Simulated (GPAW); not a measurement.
Pt:

```
Pt
1.0
     0.00000    1.96090    1.96090
     1.96090    0.00000    1.96090
     1.96090    1.96090    0.00000
Pt
1
Direct
  0.00000 0.00000 0.00000
```

* Program: GPAW 26.7.0
* Task: relaxation of cell and atoms
* Functional: PBEsol
* Dispersion: D3(BJ)+ATM
* Potentials or basis: PAW data sets generated in the run's folder for this functional
* Cutoff: 600 eV
* Basis: pw
* k mesh: 12 × 12 × 12
* Occupations: fermi-dirac, width 0.05 eV
* Spin: no spin polarisation

At the start: pressure -6.6 GPa; volume 15.08 Å³/atom.

Question: Where does the relaxation end?

Answer: Over 3 steps the energy falls by 7.2 meV/atom and the volume is 14.74 Å³/atom (-2.2 %); space group Fm-3m (No. 225, to 0.05 Å).

The path:
```
step  energy change (eV)  largest force (eV/Å)  pressure (GPa)  volume (Å³)
   1              0.0000                0.0000           -6.56        15.08
   2             -0.0070                0.0000            1.11        14.69
   3             -0.0072                0.0000           -0.04        14.74
```

Final structure:
```
Pt
1.0
     0.00000    1.94611    1.94611
     1.94611    0.00000    1.94611
     1.94611    1.94611    0.00000
Pt
1
Cartesian
  0.0000 0.0000 0.0000
```

Caveat: later steps reuse the first step's grids; pairwise dispersion overbinds metals, which lowers pressure and volume.
